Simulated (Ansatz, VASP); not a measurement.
# One calculation of BAs, two programs

```
B As
1.0
     0.00000    2.37247    2.37247
     2.37247    0.00000    2.37247
     2.37247    2.37247    0.00000
B As
1 1
Cartesian
  0.0000 0.0000 0.0000
  3.5587 3.5587 3.5587
```

Change from the starting cell: volume scaled by 0.98.

Alike in both runs: task single point; functional PBE; k mesh 15 × 15 × 15; occupations fermi-dirac, width 0.03 eV; no spin polarisation.

|  | VASP | Ansatz |
| --- | --- | --- |
| version | VASP 6.6.1 | Ansatz 0.2.0 |
| potentials or method | VASP PAW PBE potentials, release 64 (B, As), cutoff 520 eV | all-electron LAPW, scalar-relativistic |

```csv
,VASP,Ansatz,Ansatz less VASP
gap on the k mesh at the Fermi level (eV),1.15,1.17,+0.012
pressure (GPa),6.5,5.7,-0.77
```

Ansatz ran all-electron here, so the differences hold the error of VASP's frozen core and of both bases.

Caveats: an odd mesh through Γ misses points on the zone boundary, where band edges often lie.
